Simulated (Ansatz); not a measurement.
**CsBr in Ansatz: the effect of functional**

Crystal: CsBr.

```xyz
2
Lattice="4.3543 0.0000 0.0000 0.0000 4.3543 0.0000 0.0000 0.0000 4.3543" Properties=species:S:1:pos:R:3 pbc="T T T"
Cs    0.0000    0.0000    0.0000
Br    2.1771    2.1771    2.1771
```

The cell comes from a database or a generator and needn't be the stable form of this composition.

The cell isn't the ideal one: volume scaled by 1.02.

Alike in all runs:

| Property | Result |
| --- | --- |
| Program | Ansatz 0.2.0 |
| Task | single point |
| Potentials or basis | Ansatz PAW |
| k mesh | 6 × 6 × 6 |
| Occupations | fermi-dirac, width 0.05 eV |
| Spin | no spin polarisation |

```tsv
functional	cutoff	gap on the mesh (eV)	pressure (GPa)
r2SCAN	500 eV (not typed: the program's choice for these potentials)	5.10	-0.3
LDA	420 eV (not typed: the program's choice for these potentials)	3.95	-2.2
PBEsol	420 eV (not typed: the program's choice for these potentials)	?	?
```

**Question.** What does the run with functional PBEsol give?

**Answer.** gap on the mesh 4.16 eV; pressure -1.0 GPa.

Caveats: spin-orbit coupling is left out, which moves the levels of the heavy elements; the PAW data sets come from PBE, with cores solved anew for the run's functional, which leaves a small shift of forces and pressure.

A k mesh can miss the band edges.

Runs at the PBE level aren't shown here.
